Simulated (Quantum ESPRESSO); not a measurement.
Runs of Quantum ESPRESSO 7.5 on MoS2. It takes space group R3m (No. 160, trigonal). Conventional cell: a = 3.160 Å, b = 3.160 Å, c = 18.450 Å, α = 90.00°, β = 90.00°, γ = 120.00°. Mo (site symmetry 3m) has 6 S at 2.39 Å as nearest neighbours. S (site symmetry 3m) has 3 Mo at 2.39 Å as nearest neighbours. Around S (site symmetry 3m) lie 3 Mo at 2.39 Å. Measurements of this composition are mostly on another form, of space group No. 194.

```csv
task,level,potentials or basis,k mesh,cutoff (eV),symmetry,SCF threshold,form of the LDA correlation,mesh quality,gap on the mesh (eV),pressure (GPa),largest force (eV/Å)
band structure,LDA,GBRV 1.5 LDA,10 × 10 × 10,612,-,6e-10 Ry,PZ81,not flagged,(a),-2.6,0.09
band structure,PBEsol,GBRV 1.5 PBEsol,10 × 10 × 10,612,-,6e-10 Ry,-,not flagged,0.91,0.0,0.24
band structure,r2SCAN,SG15 PBE 1.2,8 × 8 × 8,952,off,1e-08 Ry,-,not flagged,(b),4.1,0.38
single point,PBEsol,GBRV 1.5 PBEsol,10 × 10 × 10,612,-,6e-10 Ry,-,not flagged,0.91,0.0,0.24
```

Alike in all rows: no spin polarisation; cell as given; smearing fermi-dirac 0.05 eV.

Estimate the missing entries.

(a) 0.88; (b) 1.15.

Caveats: the potentials were made for another functional, which shifts forces and pressure (some runs); the mesh misses the band edges, which the band path finds closer together (some runs).

A k mesh can miss the band edges, and the runs leave out spin-orbit coupling on Mo.
